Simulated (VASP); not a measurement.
Runs of VASP 6.6.1 on Si2W. Symmetry: I4/mmm, No. 139, tetragonal system. The conventional cell has a = 3.214 Å, b = 3.214 Å, c = 7.830 Å, α = 90.00°, β = 90.00°, γ = 90.00°. Around W (site symmetry 4/mmm) lie 10 Si at 2.62 Å. Si (site symmetry 4mm) is surrounded by 5 Si at 2.59 to 2.63 Å and 5 W at 2.62 Å. 

```csv
task,level,potentials or basis,spin,k mesh,cutoff (eV),smearing,k mesh for the DOS,occupations for the DOS,ladder,mesh quality,gap on the mesh (eV),pressure (GPa),largest force (eV/Å)
single point,PBE,"VASP PAW PBE potentials, release 64 (W_sv, Si)",off,12 × 12 × 12,520,gaussian 0.012 eV,-,-,-,not flagged,none,3.4,0.08
single point,PBE,"VASP PAW PBE potentials, release 64 (W_sv_GW, Si_GW)",off,5 × 5 × 5,450,gaussian 0.02 eV,-,-,-,coarse,none,(b),(a)
core levels,PBEsol,"VASP PAW PBE potentials, release 64 (W_sv, Si)",off,12 × 12 × 12,520,gaussian 0.02 eV,-,-,-,not flagged,none,-1.7,0.03
band structure,LAK,"VASP PAW PBE potentials, release 64 (W_sv, Si)",off,12 × 12 × 12,520,fermi-dirac 0.05 eV,-,-,-,not flagged,-,1.7,0.06
single point,PBEsol,"VASP PAW PBE potentials, release 64 (W_sv, Si)",off,12 × 12 × 12,520,fermi-dirac 0.05 eV,-,-,free,not flagged,none,-1.6,0.03
electron localisation function,PBE,"VASP PAW PBE potentials, release 64 (W_sv, Si)",off,12 × 12 × 12,520,gaussian 0.02 eV,-,-,-,not flagged,none,3.4,0.08
single point,PBE,"VASP PAW PBE potentials, release 64 (W_sv, Si)",off,12 × 12 × 12,520,gaussian 0.017 eV,-,-,-,not flagged,none,3.4,0.08
```

Alike in all rows: cell as given.

Question: Estimate the missing entries.

Answer: (a) 0.10; (b) 2.7.

Caveats: some runs use coarse meshes; the PAW data sets were made with another functional, which shifts forces and pressure a little (some runs).

A k mesh can miss the band edges, and the runs leave out spin-orbit coupling on W.

A gap of «none» marks a metal or a gap under the smearing width.

Not every run made on this cell is shown here.
